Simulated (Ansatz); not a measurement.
A run of Ansatz 0.2.0:

Contents of input.yaml:

```yaml
crystal:
  lattice:
    - [2.94277066, 0.0, 0.0]
    - [0.0, 3.28032554, 0.0]
    - [0.0, 0.0, 4.67744676]
  atoms:
    - { symbol: Ni, position: [0.5, 0.5, 0.34249559], spin: 1.0 }
    - { symbol: Ni, position: [0.0, 0.0, 0.65750441], spin: 1.0 }
    - { symbol: Si, position: [0.5, 0.5, 0.84314316] }
    - { symbol: Si, position: [0.0, 0.0, 0.15685684] }
hamiltonian:
  xc: lda
  pseudopotentials: { kind: paw }
  hubbard: { sites: [{ species: Ni, l: d, u_eff: 8.0 }] }
magnetization:
  spin_polarized: true
kpoints:
  mp_grid: { grid: [9, 8, 6] }
scf:
  occupations: { method: fermi_dirac, width: 0.05 }
output:
  forces: true
  stress: true
  eigenvalues: true
relax:
  f_tol: 0.01
  max_steps: 40
  cell: { stress_tol: 0.05 }
```

Potentials or basis: Ansatz PAW.

Command:

```console
$ ansatz run input.yaml --threads 2 --pin off --max-ram 5632MiB --backend cpu --events-out ev --progress --plain --runs-dir out
```

Hardware: 2 threads of Arm Neoverse V2, with other jobs on the host.

**Question.** How long does it take, and how much memory?

**Answer.** Run time: 82 s on 2 threads of Arm Neoverse V2, on a shared host, peak memory 0.73 GiB. Counts: scf iterations 68, plane waves 881, k points 100, bands 28, ion steps 7.
